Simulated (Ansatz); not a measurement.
## CuCl: band masses and rigid-band transport, calculated with Ansatz

Space group F-43m (No. 216), 2 atoms in the cell of the first input below: a = 3.833 Å, b = 3.833 Å, c = 3.833 Å, α = 60.00°, β = 60.00°, γ = 60.00°.

The structure is a measured one, not always of the ambient phase, taken without relaxation (pressure 0.1 GPa with this functional, without spin–orbit coupling). Functional: PBE.

Spin–orbit coupling is left out. Kohn–Sham gap between the band edges found on a fine mesh: 0.53 eV.

Levels at points 0.012 Å⁻¹ about the band edges give the masses:

```yaml
crystal:
  lattice:
    - [0.0, 2.7100993505, 2.7100993505]
    - [2.7100993505, 0.0, 2.7100993505]
    - [2.7100993505, 2.7100993505, 0.0]
  atoms:
    - { symbol: Cu, position: [0.0, 0.0, 0.0] }
    - { symbol: Cl, position: [0.75, 0.75, 0.75] }
basis:
  ecutwfc: 420
  ecutrho_ratio: 4
kpoints:
  mp_grid: { grid: [12, 12, 12] }
hamiltonian:
  xc: pbe
scf:
  occupations: { method: gaussian, width: 0.05 }
output:
  forces: true
  stress: true
  eigenvalues: true
  eigenstates:
    kpoints:
      - [0.0, 0.0, 0.0]
      - [0.0, 0.005175908, 0.005175908]
      - [0.0, -0.005175908, -0.005175908]
      - [0.005175908, 0.0, 0.005175908]
      - [-0.005175908, 0.0, -0.005175908]
      - [0.005175908, 0.005175908, 0.0]
      - [-0.005175908, -0.005175908, 0.0]
      - [0.00365992, 0.00365992, 0.00731984]
      - [-0.00365992, -0.00365992, -0.00731984]
      - [0.00365992, 0.00731984, 0.00365992]
      - [-0.00365992, -0.00731984, -0.00365992]
      - [0.00731984, 0.00365992, 0.00365992]
      - [-0.00731984, -0.00365992, -0.00365992]
      - [0.005976624, 0.005976624, 0.005976624]
      - [-0.005976624, -0.005976624, -0.005976624]
      - [0.0, 0.0, 0.0]
      - [0.0, 0.005175908, 0.005175908]
      - [0.0, -0.005175908, -0.005175908]
      - [0.005175908, 0.0, 0.005175908]
      - [-0.005175908, 0.0, -0.005175908]
      - [0.005175908, 0.005175908, 0.0]
      - [-0.005175908, -0.005175908, 0.0]
      - [0.00365992, 0.00365992, 0.00731984]
      - [-0.00365992, -0.00365992, -0.00731984]
      - [0.00365992, 0.00731984, 0.00365992]
      - [-0.00365992, -0.00731984, -0.00365992]
      - [0.00731984, 0.00365992, 0.00365992]
      - [-0.00731984, -0.00365992, -0.00365992]
      - [0.005976624, 0.005976624, 0.005976624]
      - [-0.005976624, -0.005976624, -0.005976624]
    de_dk: true
    e_range: [-0.8678366143234, 0.8627341477079]
```

```bash
ansatz run input.yaml --threads 4 --pin off --max-ram 9216MiB --backend cpu --events-out ev --progress --plain --runs-dir out
```

Time: 1.8 s on 4 threads of Arm Neoverse V2 (shared host), peak memory 0.36 GiB.

Edges at k = (0.000, 0.000, 0.000) and (0.000, 0.000, 0.000); masses in electron masses along fixed Cartesian directions (which need not be the axes of a valley), negative for hole-like bands, for at most the three nearest levels of the same spin at these k-points, within 0.3 eV:

```json
{"edge": "valence", "band": "1", "from the edge (meV)": "0", "degeneracy": "3", "x": "-1.566", "y": "-1.566", "z": "-1.566", "111": "-3.2"}
{"edge": "valence", "band": "2", "from the edge (meV)": "0", "degeneracy": "3", "x": "-1.566", "y": "-1.566", "z": "-1.566", "111": "-3.2"}
{"edge": "valence", "band": "3", "from the edge (meV)": "0", "degeneracy": "3", "x": "-0.393", "y": "-0.393", "z": "-0.393", "111": "-0.313"}
{"edge": "conduction", "band": "1", "from the edge (meV)": "0", "degeneracy": "1", "x": "0.218", "y": "0.218", "z": "0.218", "111": "0.219"}
```

These curvatures agree with the slopes at the same points. They hold at the edge alone, and further out the bands need not be parabolic. Degenerate bands can be warped: each is named by its order in energy along a direction and has no mass tensor of its own.

The states of the whole zone with their velocity products:

```yaml
crystal:
  lattice:
    - [0.0, 2.7100993505, 2.7100993505]
    - [2.7100993505, 0.0, 2.7100993505]
    - [2.7100993505, 2.7100993505, 0.0]
  atoms:
    - { symbol: Cu, position: [0.0, 0.0, 0.0] }
    - { symbol: Cl, position: [0.75, 0.75, 0.75] }
basis:
  ecutwfc: 420
  ecutrho_ratio: 4
kpoints:
  mp_grid: { grid: [12, 12, 12] }
hamiltonian:
  xc: pbe
scf:
  occupations: { method: gaussian, width: 0.05 }
output:
  forces: true
  stress: true
  eigenvalues: true
  states_by_energy: { minimum_broadening: 0.025 }
```

```bash
ansatz run input.yaml --threads 4 --pin off --max-ram 9216MiB --backend cpu --events-out ev --progress --plain --runs-dir out
```

Time: 36 s on 4 threads of Arm Neoverse V2, on a shared host, peak memory 1 GiB.

From that table, at a constant relaxation time τ with Fermi–Dirac weights and rigid bands:

```csv
T (K),doping (cm⁻³),μ − E_F (eV),σ_xx/τ (10²⁰/Ω m s),S_xx (μV/K),Lorenz (10⁻⁸ V²/K²),"ħω_p,xx (eV)"
300,n 1e19,0.323,0.0106,-133,2.06,0.228
300,p 1e19,-0.184,0.00152,493,1.81,0.086
300,n 1e20,0.538,0.0829,-39,2.38,0.637
300,p 1e20,-0.247,0.0152,297,1.84,0.272
300,n 1e21,1.194,0.535,-12,2.44,1.618
300,p 1e21,-0.335,0.146,123,2.05,0.844
600,n 1e19,0.287,0.00982,-214,1.99,0.219
600,n 1e20,0.527,0.0812,-78,2.25,0.630
600,p 1e20,-0.165,0.0141,386,1.82,0.263
600,n 1e21,1.190,0.533,-24,2.42,1.615
600,p 1e21,-0.304,0.137,197,1.88,0.820
```

A solid of this composition melts, sublimes or decomposes by about 700 K (handbook value), so the run's rows at 900 K, above that, are left out.

1 row with a Lorenz number over 3 is left out: with so small an uncorrected gap, carriers of both signs are excited across it there.

Task: Which of the dopings listed at 300 K has the largest power factor S²σ/τ along x?

Result: n 1e19: 0.19, p 1e19: 0.37, n 1e20: 0.13, p 1e20: 1.3, n 1e21: 0.08, p 1e21: 2.2 (10¹¹ W/m K² s), so p 1e21 cm⁻³, if τ is the same for all.

Task: What conductivity mass along x follows from the plasma energy at 1e19 electrons per cm³ and 300 K, and how does it compare with the band-edge mass?

Result: (ħω_p)² = ħ² n e²/(ε0 m) gives m = 0.266, against 0.218 at the edge: heavier. The same formula gives 0.340 at 1e20 cm⁻³, so the mass grows with filling, as the carriers reach where the band flattens or other valleys lie.

Caveats: changes of phase at these temperatures weren't checked; no scattering is computed, and the gap isn't corrected.

The contrast between light electrons and heavy holes reflects orbital character. The conduction edge is mainly s-like and almost isotropic, while the valence triplet is an antibonding mixture of Cu 3d and Cl 3p with strong d weight, which gives flat, warped bands. At 300 K, raising the doping from 1e19 to 1e21 cm⁻³ therefore moves the chemical potential far into the conduction band but only slightly into the valence band. Holes conduct less per unit τ than electrons at each doping, yet their larger Seebeck coefficient more than compensates in S²σ/τ. The hole value is still rising at the highest doping, so no optimum has been located.

CuCl is in reality a wide-gap semiconductor. PBE probably places the Cu 3d states too high, which exaggerates the d weight at the valence top, and the small gap probably makes the electron mass too light. Spin–orbit coupling would also split the valence triplet, so its edge masses don't describe the real band top, which matters most for lightly doped p-type material.
